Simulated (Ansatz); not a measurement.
**Si5Ru: what a guessed cell relaxes into, part 1 of 2**

The task: take a trial cell of Si5Ru to zero force and stress.

Program: Ansatz 0.2.0. Level of theory: DFT PBE, scalar-relativistic, plane waves, PAW. These are calculated values, not measurements.

## 1. The structure to begin with

It takes space group P6/mmm (No. 191, hexagonal). Conventional cell: a = 4.600 Å, b = 4.600 Å, c = 5.165 Å, α = 90.00°, β = 90.00°, γ = 120.00°. Si (site symmetry mmm) is surrounded by 4 Si at 2.30 Å. Around Si (site symmetry -6m2) lie 9 Si at 2.66 to 2.90 Å and 3 Ru at 2.66 Å. Ru (site symmetry 6/mmm) has 6 Si at 2.66 Å as nearest neighbours.

Coordinates:

```
CELL_PARAMETERS angstrom
4.60021 0.00000 0.00000
-2.30011 3.98390 0.00000
0.00000 0.00000 5.16490
ATOMIC_POSITIONS crystal
Si 0.50000 0.00000 0.50000
Si 0.00000 0.50000 0.50000
Si 0.50000 0.50000 0.50000
Si 0.33333 0.66667 0.00000
Si 0.66667 0.33333 0.00000
Ru 0.00000 0.00000 0.00000
```

The cell is invented: random cell by space group and Wyckoff sites (P6/mmm, No. 191). Lengths come from tabulated atomic sizes and are only a guess.

## 2. A first look at the guess

input.yaml

```yaml
crystal:
  lattice:
    - [4.60021365, 0.0, 0.0]
    - [-2.30010682, 3.98390188, 0.0]
    - [0.0, 0.0, 5.16490381]
  atoms:
    - { symbol: Si, position: [0.5, 0.0, 0.5] }
    - { symbol: Si, position: [0.0, 0.5, 0.5] }
    - { symbol: Si, position: [0.5, 0.5, 0.5] }
    - { symbol: Si, position: [0.33333333, 0.66666667, 0.0] }
    - { symbol: Si, position: [0.66666667, 0.33333333, 0.0] }
    - { symbol: Ru, position: [0.0, 0.0, 0.0] }
basis:
  ecutwfc: 420
kpoints:
  mp_grid: { grid: [6, 6, 4] }
hamiltonian:
  xc: pbe
scf:
  occupations: { method: gaussian, width: 0.1 }
  lower_state_search: "off"
output:
  forces: true
  stress: true
  eigenvalues: true
```

Command:

```bash
$ ansatz run input.yaml --threads 1 --pin off --max-ram 2560MiB --backend cpu --events-out ev --progress --plain --runs-dir out
```

Log, shortened:

```text
[...]
SCF converged after 8 iterations
Free energy (F): -9053.644522 eV
[...]
E sigma→0 (E₀):  -9053.635528 eV
Entropy (-TS):   -0.017988 eV (-2.998 meV/atom)
Fermi energy:    10.984816 eV
[...]
--- Forces (eV/Å), atoms counted from 1 ---
  atom   1  Si    -0.00000000     0.00000000     0.00000000
  atom   2  Si    -0.00000000     0.00000000    -0.00000000
  atom   3  Si    -0.00000000     0.00000000     0.00000000
  atom   4  Si    -0.00000000     0.00000000     0.00000000
  atom   5  Si     0.00000000    -0.00000000    -0.00000000
  atom   6  Ru     0.00000000    -0.00000000    -0.00000000
[...]
--- Stress (GPa, compression-positive) ---
        3.363394       0.000000       0.000000
        0.000000       3.363394       0.000000
       -0.000000       0.000000      -5.905571
  P = ⅓ Tr σ = 0.2737 GPa (2.737 kbar)
--- Band table (eV; the first three rows and the last of 21) ---
  k-point 0: bands = ["-61.2025", "-31.3123", "-31.3123", "-31.0608", "-2.6517", "1.8482", "3.7221", "4.2912", "5.3188", "5.3188", "7.8300", "7.8300", "8.7292", "8.7292", "9.0698", "9.4886", "9.4886", "9.8820", "10.9254", "12.3173", "12.3173", "12.6945", "12.6945", "13.0897"]
[...]
```

Run time: 5.8 s. Hardware: 1 thread of Arm Neoverse N1, shared host; peak memory 0.34 GiB.

From the probe: pressure 0.3 GPa, largest force 0.00 eV/Å, gap on this mesh none (metal). A guess like this is first relaxed loosely on the coarse mesh.

## 3. Rough relaxation on the coarse mesh

Edit input.yaml of step 2 so:

```diff
@@ -25 +25,6 @@
   eigenvalues: true
+relax:
+  adjacent_minimum: "off"
+  f_tol: 0.04
+  max_steps: 70
+  cell: { stress_tol: 0.4 }
```

Command:

```bash
$ ansatz run input.yaml --threads 1 --pin off --max-ram 2560MiB --backend cpu --events-out ev --progress --plain --runs-dir out
```

Log:

```text
Warning: RAYON_NUM_THREADS=1 ignored (pool sized by the plan → 1); use --threads N
Engine: ansatz 0.2.0, aarch64-unknown-linux-gnu
Pseudopotentials: kind: paw
Pseudopotential: Si, paw, valence charge 4, recommended cutoff 420 eV (normal), Si.paw.azcp
Pseudopotential: Ru, paw, valence charge 16, recommended cutoff 420 eV (normal), Ru.paw.azcp
Functional definition: PBE
  parameter kappa = 0.804
  parameter beta = 0.06672455060314922
  exchange = pbe_x(kappa = kappa, mu = beta*pi^2/3)
  correlation = pbe_c(beta = beta)
Crystal: 6 atoms, lattice volume = 94.656 Å³
Basis set: ecut = 420 eV, 1847 PW (Γ), exchange–correlation on 64×64×72 points (8 copies of the dense FFT grid, shifted against one another)
Bands: 24, of which v1, the nominal top of the filled ones, is band 18 counted from 1 (17 counted from 0)
Symmetry: 24 space group operations
Space group: P6/mmm (ITA 191), of the structure as read, at distance tolerance 4.6e-5 Å
k-points: 21 of 144
Non-local potential: Si, projectors of the file, l = 0: 2, l = 1: 2, l = 2: 2
Non-local potential: Ru, projectors of the file, l = 0: 3, l = 1: 2, l = 2: 2, l = 3: 1
PAW form: soft (Blöchl's): semilocal exchange-correlation on the pseudo side does not see the compensation charge
PAW one-centre angular grid: Si, 110 points (default); XC on 64 Gauss nodes
PAW one-centre angular grid: Ru, 590 points (default); XC on 64 Gauss nodes
Initial density: superposition of atomic densities (neutral atoms: chi_scale 0, normalization atom), corrected by the library's trained network
Initial wavefunctions: pseudopotential atomic-orbital guess
Functional: x = pbe(κ = 0.804, μ = 0.2195149727645171), c = pbe(β = 0.06672455060314922)
SCF iter   1: F=—  HF=-9053.648294 eV  |F-HF|=—  |Δ(HF+E_count)|=         —  Δρ=4.35e-3  dr2=4.52e-2  ethr=1.77e-3  ⟨swp⟩=5.8  Hψ=2537  notcnv=0
preconditioner: auto → Resta (q_TF=auto, 2.322 Å⁻¹)  ε∞=10.3  [insulator: Δε(μ)=0.102 eV  Ē_g=6.631 eV  σ=0.100 eV  W_gap=0.51  n_scr=20 (ndim 8)  ℏωp=20.2 eV  f_vac=0.000  D(μ)=3.71/eV (n_scr^D=22)  ε∞_Penn≈10.3]
SCF iter   2: F=—  HF=-9053.645826 eV  |F-HF|=—  |Δ(HF+E_count)|=   2.47e-3  Δρ=2.27e-3  dr2=7.87e-3  ethr=1.26e-4  ⟨swp⟩=1.0  Hψ=672  notcnv=0
preconditioner: auto → Kerker (q_TF=auto, 2.322 Å⁻¹)  [metal: Δε(μ)=0.094 eV  Ē_g=6.629 eV  σ=0.100 eV  W_gap=0.48  n_scr=20 (ndim 8)  ℏωp=20.2 eV  f_vac=0.000  D(μ)=3.65/eV (n_scr^D=22)]
SCF iter   3: F=—  HF=-9053.644608 eV  |F-HF|=—  |Δ(HF+E_count)|=   1.22e-3  Δρ=1.18e-3  dr2=2.58e-3  ethr=2.19e-5  ⟨swp⟩=2.3  Hψ=793  notcnv=0
SCF iter   4: F=—  HF=-9053.644443 eV  |F-HF|=—  |Δ(HF+E_count)|=   1.65e-4  Δρ=3.99e-4  dr2=3.01e-4  ethr=7.16e-6  ⟨swp⟩=1.0  Hψ=489  notcnv=0
SCF iter   5: F=—  HF=-9053.644426 eV  |F-HF|=—  |Δ(HF+E_count)|=   1.67e-5  Δρ=4.16e-5  dr2=2.43e-6  ethr=8.37e-7  ⟨swp⟩=1.1  Hψ=491  notcnv=0
SCF iter   6: F=—  HF=-9053.644522 eV  |F-HF|=—  |Δ(HF+E_count)|=   9.59e-5  Δρ=1.72e-5  dr2=7.45e-7  ethr=6.75e-9  ⟨swp⟩=2.1  Hψ=844  notcnv=0
SCF iter   7: F=—  HF=-9053.644522 eV  |F-HF|=—  |Δ(HF+E_count)|=   1.37e-8  Δρ=6.85e-6  dr2=1.05e-7  ethr=2.07e-9  ⟨swp⟩=1.1  Hψ=491  notcnv=0
SCF iter   8: F=-9053.644522 eV  HF=-9053.644522 eV  |F-HF|=1.95e-8  |Δ(HF+E_count)|=   2.94e-9  Δρ=3.36e-6  dr2=2.28e-8  ethr=2.78e-10  ⟨swp⟩=6.4  Hψ=1754  notcnv=0
SCF 1 converged in 8 iterations: F = -9053.644522 eV  dr2 = 2.28e-8
relax step   1: F+E_penalty+E_count = -9053.64452230 eV  Δ(F+E_penalty+E_count) = +0.000e0 eV  max|allowed force component| = 2.560e-16 eV/Å  Δτ_max = 0.0000 Å  P = +0.274 GPa  Ω = 94.656 Å³  (8 SCF iters, dr2 threshold 1.00e-7 eV, accepted)
Crystal: 6 atoms, lattice volume = 91.279 Å³
Basis set: ecut = 420 eV, 1775 PW (Γ), exchange–correlation on 64×64×72 points (8 copies of the dense FFT grid, shifted against one another)
Initial density: handed on by an earlier stage of this run
Initial wavefunctions: those handed on with the density
iter 1 solved again at ethr=8.12e-4 eV; its pass at ethr=3.10e-3 eV (dr2=2.92e-1 eV) is discarded
SCF iter   1: F=—  HF=-9053.841064 eV  |F-HF|=—  |Δ(HF+E_count)|=         —  Δρ=1.14e-2  dr2=2.86e-1  ethr=8.12e-4  ⟨swp⟩=1.0  Hψ=3159  notcnv=0
preconditioner: auto → Kerker (q_TF=auto, 2.336 Å⁻¹)  [metal: Δε(μ)=0.015 eV  Ē_g=6.735 eV  σ=0.100 eV  W_gap=0.08  n_scr=20 (ndim 8)  ℏωp=20.6 eV  f_vac=0.000  D(μ)=3.70/eV (n_scr^D=22)]
SCF iter   2: F=—  HF=-9053.820819 eV  |F-HF|=—  |Δ(HF+E_count)|=   2.02e-2  Δρ=4.95e-3  dr2=6.15e-2  ethr=7.95e-4  ⟨swp⟩=1.0  Hψ=504  notcnv=0
SCF iter   3: F=—  HF=-9053.813843 eV  |F-HF|=—  |Δ(HF+E_count)|=   6.98e-3  Δρ=7.65e-4  dr2=9.15e-4  ethr=1.71e-4  ⟨swp⟩=1.1  Hψ=507  notcnv=0
SCF iter   4: F=—  HF=-9053.813652 eV  |F-HF|=—  |Δ(HF+E_count)|=   1.90e-4  Δρ=1.12e-4  dr2=8.13e-6  ethr=2.54e-6  ⟨swp⟩=2.4  Hψ=821  notcnv=0
SCF iter   5: F=—  HF=-9053.813719 eV  |F-HF|=—  |Δ(HF+E_count)|=   6.70e-5  Δρ=2.16e-5  dr2=4.29e-7  ethr=2.26e-8  ⟨swp⟩=2.2  Hψ=792  notcnv=0
SCF iter   6: F=-9053.813719 eV  HF=-9053.813719 eV  |F-HF|=2.34e-8  |Δ(HF+E_count)|=   3.27e-8  Δρ=5.19e-6  dr2=3.62e-8  ethr=1.19e-9  ⟨swp⟩=3.5  Hψ=2161  notcnv=0
SCF 2 converged in 6 iterations: F = -9053.813719 eV  dr2 = 3.62e-8
relax step   2: F+E_penalty+E_count = -9053.81371940 eV  Δ(F+E_penalty+E_count) = -1.692e-1 eV  max|allowed force component| = 2.159e-16 eV/Å  Δτ_max = 0.0000 Å  P = +1.667 GPa  Ω = 91.279 Å³  energy of the carried Pulay correction = +5.708e-4 eV  (6 SCF iters, dr2 threshold 6.00e-7 eV, accepted)
Crystal: 6 atoms, lattice volume = 91.590 Å³
Basis set: ecut = 420 eV, 1773 PW (Γ), exchange–correlation on 64×64×72 points (8 copies of the dense FFT grid, shifted against one another)
iter 1 solved again at ethr=1.72e-4 eV; its pass at ethr=3.10e-3 eV (dr2=6.21e-2 eV) is discarded
SCF iter   1: F=—  HF=-9053.895146 eV  |F-HF|=—  |Δ(HF+E_count)|=         —  Δρ=8.52e-3  dr2=6.36e-2  ethr=1.72e-4  ⟨swp⟩=1.0  Hψ=3241  notcnv=0
preconditioner: auto → Kerker (q_TF=auto, 2.335 Å⁻¹)  [metal: Δε(μ)=0.014 eV  Ē_g=6.631 eV  σ=0.100 eV  W_gap=0.08  n_scr=20 (ndim 8)  ℏωp=20.5 eV  f_vac=0.000  D(μ)=5.72/eV (n_scr^D=70)]
SCF iter   2: F=—  HF=-9053.881604 eV  |F-HF|=—  |Δ(HF+E_count)|=   1.35e-2  Δρ=4.90e-3  dr2=2.22e-2  ethr=1.72e-4  ⟨swp⟩=1.0  Hψ=504  notcnv=0
SCF iter   3: F=—  HF=-9053.874503 eV  |F-HF|=—  |Δ(HF+E_count)|=   7.10e-3  Δρ=4.91e-4  dr2=1.57e-4  ethr=6.18e-5  ⟨swp⟩=2.3  Hψ=764  notcnv=0
SCF iter   4: F=—  HF=-9053.874510 eV  |F-HF|=—  |Δ(HF+E_count)|=   7.10e-6  Δρ=1.38e-4  dr2=1.86e-5  ethr=4.36e-7  ⟨swp⟩=2.3  Hψ=800  notcnv=0
iter 5 did not close the SCF: its close was put off for the readings that it lacked (scf_convergence_deferred on its scf_iter line)
SCF iter   5: F=-9053.874512 eV  HF=-9053.874512 eV  |F-HF|=1.09e-7  |Δ(HF+E_count)|=   1.68e-6  Δρ=1.76e-5  dr2=4.89e-7  ethr=5.16e-8  ⟨swp⟩=2.5  Hψ=858  notcnv=0
SCF iter   6: F=-9053.874512 eV  HF=-9053.874512 eV  |F-HF|=3.38e-9  |Δ(HF+E_count)|=   9.43e-8  Δρ=5.15e-6  dr2=3.49e-8  ethr=1.36e-9  ⟨swp⟩=3.8  Hψ=2119  notcnv=0
SCF 3 converged in 6 iterations: F = -9053.874512 eV  dr2 = 3.49e-8
relax step   3: F+E_penalty+E_count = -9053.87451183 eV  Δ(F+E_penalty+E_count) = -6.079e-2 eV  max|allowed force component| = 1.049e-16 eV/Å  Δτ_max = 0.0000 Å  P = -1.553 GPa  Ω = 91.590 Å³  energy of the carried Pulay correction = +3.405e-4 eV  (6 SCF iters, dr2 threshold 6.00e-7 eV, accepted)
Crystal: 6 atoms, lattice volume = 90.563 Å³
iter 1 solved again at ethr=9.27e-5 eV; its pass at ethr=3.10e-3 eV (dr2=3.34e-2 eV) is discarded
SCF iter   1: F=—  HF=-9053.895791 eV  |F-HF|=—  |Δ(HF+E_count)|=         —  Δρ=3.85e-3  dr2=2.53e-2  ethr=9.27e-5  ⟨swp⟩=1.3  Hψ=2789  notcnv=0
preconditioner: auto → Kerker (q_TF=auto, 2.339 Å⁻¹)  [metal: Δε(μ)=0.083 eV  Ē_g=6.710 eV  σ=0.100 eV  W_gap=0.40  n_scr=20 (ndim 8)  ℏωp=20.6 eV  f_vac=0.000  D(μ)=4.24/eV (n_scr^D=28)]
SCF iter   2: F=—  HF=-9053.893048 eV  |F-HF|=—  |Δ(HF+E_count)|=   2.74e-3  Δρ=1.93e-3  dr2=6.22e-3  ethr=7.02e-5  ⟨swp⟩=1.0  Hψ=504  notcnv=0
SCF iter   3: F=—  HF=-9053.891965 eV  |F-HF|=—  |Δ(HF+E_count)|=   1.08e-3  Δρ=2.17e-4  dr2=6.50e-5  ethr=1.73e-5  ⟨swp⟩=1.5  Hψ=596  notcnv=0
SCF iter   4: F=—  HF=-9053.891987 eV  |F-HF|=—  |Δ(HF+E_count)|=   2.16e-5  Δρ=4.96e-5  dr2=1.82e-6  ethr=1.80e-7  ⟨swp⟩=2.1  Hψ=842  notcnv=0
iter 5 did not close the SCF: its close was put off for the readings that it lacked (scf_convergence_deferred on its scf_iter line)
SCF iter   5: F=-9053.891987 eV  HF=-9053.891987 eV  |F-HF|=2.61e-8  |Δ(HF+E_count)|=   2.99e-7  Δρ=1.36e-5  dr2=1.63e-7  ethr=5.06e-9  ⟨swp⟩=2.2  Hψ=749  notcnv=0
SCF iter   6: F=-9053.891987 eV  HF=-9053.891987 eV  |F-HF|=2.22e-10  |Δ(HF+E_count)|=   2.48e-8  Δρ=2.63e-6  dr2=8.97e-9  ethr=4.54e-10  ⟨swp⟩=2.2  Hψ=1784  notcnv=0
SCF 4 converged in 6 iterations: F = -9053.891987 eV  dr2 = 8.97e-9
relax step   4: F+E_penalty+E_count = -9053.89198737 eV  Δ(F+E_penalty+E_count) = -1.748e-2 eV  max|allowed force component| = 2.714e-16 eV/Å  Δτ_max = 0.0000 Å  P = +0.248 GPa  Ω = 90.563 Å³  energy of the carried Pulay correction = +5.980e-4 eV  (6 SCF iters, dr2 threshold 6.00e-7 eV, accepted)
Basis set: ecut = 420 eV, 1773 PW (Γ), exchange–correlation on 64×64×64 points (8 copies of the dense FFT grid, shifted against one another)
Initial wavefunctions: pseudopotential atomic-orbital guess (no wavefunctions were taken with the density)
iter 1 solved again at ethr=4.40e-6 eV; its pass at ethr=3.10e-3 eV (dr2=1.58e-3 eV) is discarded
SCF iter   1: F=—  HF=-9053.891750 eV  |F-HF|=—  |Δ(HF+E_count)|=         —  Δρ=1.12e-4  dr2=1.20e-6  ethr=4.40e-6  ⟨swp⟩=2.4  Hψ=3514  notcnv=0
eigensolver tolerance schedule: the retry pair's looser diagonalisation over-reported the residual by 1323.36 of it (diagonalisation noise at an unbounded share of the residual, at the tolerance the schedule requests for it); recorded, not acted on — ethr = c·dr2/N_el stays at c = 1.0e-1
preconditioner: auto → Kerker (q_TF=auto, 2.339 Å⁻¹)  [metal: Δε(μ)=0.087 eV  Ē_g=6.709 eV  σ=0.100 eV  W_gap=0.42  n_scr=20 (ndim 8)  ℏωp=20.6 eV  f_vac=0.000  D(μ)=4.52/eV (n_scr^D=40)]
SCF iter   2: F=—  HF=-9053.891816 eV  |F-HF|=—  |Δ(HF+E_count)|=   6.65e-5  Δρ=5.57e-5  dr2=2.45e-7  ethr=3.32e-9  ⟨swp⟩=2.3  Hψ=923  notcnv=0
SCF iter   3: F=—  HF=-9053.891819 eV  |F-HF|=—  |Δ(HF+E_count)|=   2.40e-6  Δρ=7.70e-6  dr2=8.64e-9  ethr=6.81e-10  ⟨swp⟩=2.1  Hψ=819  notcnv=0
iter 4 did not close the SCF: its close was put off for the readings that it lacked (scf_convergence_deferred on its scf_iter line)
SCF iter   4: F=-9053.891819 eV  HF=-9053.891819 eV  |F-HF|=1.16e-10  |Δ(HF+E_count)|=   4.05e-8  Δρ=8.12e-7  dr2=4.93e-10  ethr=2.40e-11  ⟨swp⟩=2.0  Hψ=807  notcnv=0
iter 5 did not close the SCF: its close was put off for the readings that it lacked (scf_convergence_deferred on its scf_iter line)
SCF iter   5: F=-9053.891819 eV  HF=-9053.891819 eV  |F-HF|=5.46e-12  |Δ(HF+E_count)|=  6.18e-11  Δρ=2.36e-7  dr2=8.33e-11  ethr=1.37e-12  ⟨swp⟩=1.3  Hψ=510  notcnv=0
SCF iter   6: F=-9053.891819 eV  HF=-9053.891819 eV  |F-HF|=0.00e0  |Δ(HF+E_count)|=  1.82e-11  Δρ=7.94e-8  dr2=9.75e-12  ethr=1.00e-12  ⟨swp⟩=2.0  Hψ=1454  notcnv=0
SCF 5 converged in 6 iterations: F = -9053.891819 eV  dr2 = 9.75e-12
relax step   5: F+E_penalty+E_count = -9053.89181882 eV  Δ(F+E_penalty+E_count) = +1.686e-4 eV  max|allowed force component| = 2.375e-16 eV/Å  Δτ_max = 0.0000 Å  P = +0.248 GPa  Ω = 90.563 Å³  stress off target by 3.23e-1 GPa  SCF on the basis re-selected at this cell (its energy is not comparable with the rows above)  (6 SCF iters)
basis re-selected at this cell: Δ(F+E_penalty+E_count) = +1.686e-4 eV, ΔP = +0.001 GPa vs the last step (what re-selecting the basis moved, of the pressure what is left beyond the Pulay correction that the steps carried, after the strain that the cell walked since its last selection, with what the two solves' SCF thresholds leave and, on support functions, any second-order correction that the steps lacked; it is no measure of the basis error at this ecutwfc). The dense FFT grid was sized anew with the basis: this SCF ran on 32×32×32 points, the steps before it on 32×32×36, so part of this shift can come from that change (see relax.cell in the input reference). This SCF's stress stands 3.23e-1 GPa from its target on what of the cell is left free (relax.cell.stress_tol is 4.00e-1 GPa) and its largest allowed force component is 2.37e-16 eV/Å (relax.f_tol is 4.00e-2 eV/Å): within both
SCF converged after 6 iterations
Free energy (F): -9053.891819 eV
Harris-Foulkes:  -9053.891819 eV  (|F-HF|=0.00e0)
Internal energy: -9053.869243 eV  (E = F + TS)
E sigma→0 (E₀):  -9053.880531 eV
Entropy (-TS):   -0.022576 eV (-3.763 meV/atom)
Fermi energy:    11.713497 eV
--- Per-component energies (eV) ---
  E_band       = -111.083637
  E_kinetic    = 723.153023
  E_local      = -2324.344841  (includes V_loc(G=0)·N_el)
  E_nonlocal   = 474.465886
  E_hartree    = 863.303786
  E_xc         = -469.968726
  E_vxc        = -477.310980  (∫ρ·V_xc dr)
  E_paw        = -6023.498232  (= ΣΔE_a)
  E_vpaw       = -233.654134  (= ΣTr[D̂ρ^β])
  E_aug_tail   = -0.000136  (compensation charges beyond the density's cutoff)
  E_ewald      = -2296.980003
  E_smearing   = -0.022576  (= −TS)
  E_closure    = -0.000000  (closes the sum)
  Σ components = -9053.891819   (vs F -9053.891819, Δ=0.00e0)
--- Forces (eV/Å), atoms counted from 1 ---
  atom   1  Si     0.00000000     0.00000000     0.00000000
  atom   2  Si     0.00000000     0.00000000     0.00000000
  atom   3  Si    -0.00000000     0.00000000     0.00000000
  atom   4  Si    -0.00000000     0.00000000     0.00000000
  atom   5  Si     0.00000000     0.00000000    -0.00000000
  atom   6  Ru     0.00000000     0.00000000     0.00000000
  max |Σ_I F_I| component: 1.85e-17 eV/Å
--- Stress (GPa, compression-positive) ---
        0.210868       0.000000      -0.000000
        0.000000       0.210868       0.000000
       -0.000000       0.000000       0.322923
  P = ⅓ Tr σ = 0.2482 GPa (2.482 kbar)
--- Band table (eV; the first three rows and the last of 21) ---
  k-point 0: bands = ["-60.5537", "-30.6598", "-30.6598", "-30.4055", "-2.3136", "3.6456", "3.8393", "4.8602", "5.3680", "5.3680", "8.0908", "8.0908", "9.9401", "9.9401", "10.0734", "10.0734", "10.3624", "10.4361", "10.9228", "12.4519", "12.4519", "13.4790", "13.9150", "13.9150"]
  k-point 1: bands = ["-60.5537", "-30.6597", "-30.6597", "-30.4058", "-1.9462", "1.5289", "4.1174", "5.7213", "5.7213", "7.5579", "7.9904", "7.9904", "8.1245", "8.6512", "8.6512", "10.4948", "10.4948", "10.9375", "12.5998", "12.5998", "13.0201", "13.0201", "13.2158", "13.9316"]
  k-point 2: bands = ["-60.5537", "-30.6597", "-30.6597", "-30.4061", "-1.2560", "0.0835", "4.5243", "6.4513", "6.4513", "6.9707", "7.3323", "7.3323", "7.9053", "7.9053", "9.8423", "11.3345", "11.3345", "11.8474", "11.8474", "12.0571", "12.6353", "12.6353", "13.2192", "13.4212"]
  k-point 20: bands = ["-60.5536", "-30.6608", "-30.6608", "-30.4059", "0.6786", "0.6786", "2.2141", "2.2141", "4.5315", "5.5974", "9.1825", "9.1825", "9.3629", "9.3629", "10.5747", "11.4746", "11.4746", "13.0440", "13.2487", "13.2487", "13.7586", "14.3321", "14.3321", "14.6081"]
--- Relaxed structure (4 steps of the walk, 4 accepted, 1 SCFs on fresh bases) ---
  F+E_penalty+E_count = -9053.89181882 eV   max|allowed force component| = 2.375e-16 eV/Å   (the final SCF, on the basis selected at the relaxed cell)
  cell:  # Å, volume = 90.5629 Å³
    - [4.712890348785483, -2.9574590069389546e-9, -6.480088574918162e-34]
    - [-2.356445171831507, 4.0814827687774615, 1.1096734131548472e-33]
    - [-7.275539073282276e-34, 6.547985165954047e-34, 4.708095294811635]
  atoms:
    - { symbol: Si, position: [0.49999999999999994, 1.0339757648891269e-25, 0.5] }
    - { symbol: Si, position: [-2.7755575615628914e-17, 0.49999999999999994, 0.5] }
    - { symbol: Si, position: [0.5, 0.49999999999999994, 0.5] }
    - { symbol: Si, position: [0.33333333333333326, 0.6666666666666665, 2.5297787269020547e-34] }
    - { symbol: Si, position: [0.6666666666666665, 0.3333333333333332, -3.911762000462071e-35] }
    - { symbol: Ru, position: [-9.436744226859847e-35, -3.2899965018673045e-35, -1.9584704992797488e-34] }
```

It took 31 s on 1 thread of Arm Neoverse N1, shared host; peak memory 0.36 GiB.

Relaxation path:

```csv
step,E - E(step 1) (eV/cell),largest force component (eV/Å),pressure (GPa),volume (Å³)
1,0.0000,0.0000,0.27,94.66
2,-0.1692,0.0000,1.67,91.28
3,-0.2300,0.0000,-1.55,91.59
4,-0.2475,0.0000,0.25,90.56
5,-0.2473,0.0000,0.25,90.56
```

Step 1 is the start. Step 5 repeats the geometry before it on a plane-wave basis chosen anew for that cell, so its energy need not be comparable with the rows above.

|  | before | after | change |
| --- | --- | --- | --- |
| a (Å) | 4.600 | 4.713 | +2.4 % |
| b (Å) | 4.600 | 4.713 | +2.4 % |
| c (Å) | 5.165 | 4.708 | -8.8 % |
| volume (Å³/atom) | 15.78 | 15.09 | -4.3 % |
| shortest distance (Å) | 2.300 | 2.356 | +2.4 % |
| space group (0.01 Å) | P6/mmm | P6/mmm | same |

The run keeps the 24 symmetry operations of the start, so it could not have lowered the symmetry.

(Continued in part 2 of 2.)
